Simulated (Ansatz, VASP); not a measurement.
# TiC in VASP and in Ansatz

Contents of INCAR:

```
SYSTEM = TiC
PREC     = Accurate       ! precision mode
ENCUT    = 520            ! plane-wave cutoff, eV
EDIFF    = 1E-6           ! SCF threshold, eV
ISMEAR   = 0              ! smearing method
SIGMA    = 0.024          ! smearing width, eV
LREAL    = .False.        ! projectors in reciprocal space
LASPH    = .True.         ! aspherical terms in the spheres
NELM     = 60             ! most SCF steps
ALGO     = Normal         ! electronic algorithm
ISIF     = 2              ! what is computed and relaxed
LWAVE    = .False.        ! write WAVECAR
LCHARG   = .False.        ! write CHGCAR
GGA      = PE             ! functional
NBANDS   = 15             ! bands
```

Contents of KPOINTS:

```
Automatic mesh
0
Gamma
  11 11 11
  0 0 0
```

The input POSCAR:

```
TiC
1.0
    0.0000000000      2.1657188437      2.1657188437
    2.1657188437      0.0000000000      2.1657188437
    2.1657188437      2.1657188437      0.0000000000
Ti C
1 1
Direct
    0.0000000000      0.0000000000      0.0000000000
    0.5000000000      0.5000000000      0.5000000000
```

File input.yaml:

```yaml
crystal:
  lattice:
    - [0.0, 2.1657188437, 2.1657188437]
    - [2.1657188437, 0.0, 2.1657188437]
    - [2.1657188437, 2.1657188437, 0.0]
  atoms:
    - { symbol: Ti, position: [0.0, 0.0, 0.0] }
    - { symbol: C, position: [0.5, 0.5, 0.5] }
kpoints:
  mp_grid: { grid: [11, 11, 11] }
scf:
  occupations: { method: gaussian, width: 0.024 }
hamiltonian:
  xc: pbe
  pseudopotentials: { kind: all_electron, lapw: { basis_error: 0.001 } }
output:
  forces: true
  stress: true
  eigenvalues: true
```

The cell is a database's computed one.

Alike in both runs: task single point; functional PBE; k mesh 11 × 11 × 11; occupations gaussian, width 0.024 eV; no spin polarisation.

|  | VASP | Ansatz |
| --- | --- | --- |
| version | VASP 6.6.1 | Ansatz 0.2.0 |
| potentials or method | VASP PAW PBE potentials, release 64 (Ti_sv, C) | all-electron LAPW, scalar-relativistic |
| plane-wave cutoff (eV) | 520 | see its input |

|  | VASP | Ansatz | Ansatz less VASP |
| --- | --- | --- | --- |
| gap on the k mesh at the Fermi level (eV) | none | none | - |
| pressure (GPa) | 0.5 | 0.2 | -0.25 |

A gap of «none» marks a metal or a gap that the smearing closes. Ansatz ran all-electron here, so the differences hold the error of VASP's frozen core and of both bases.
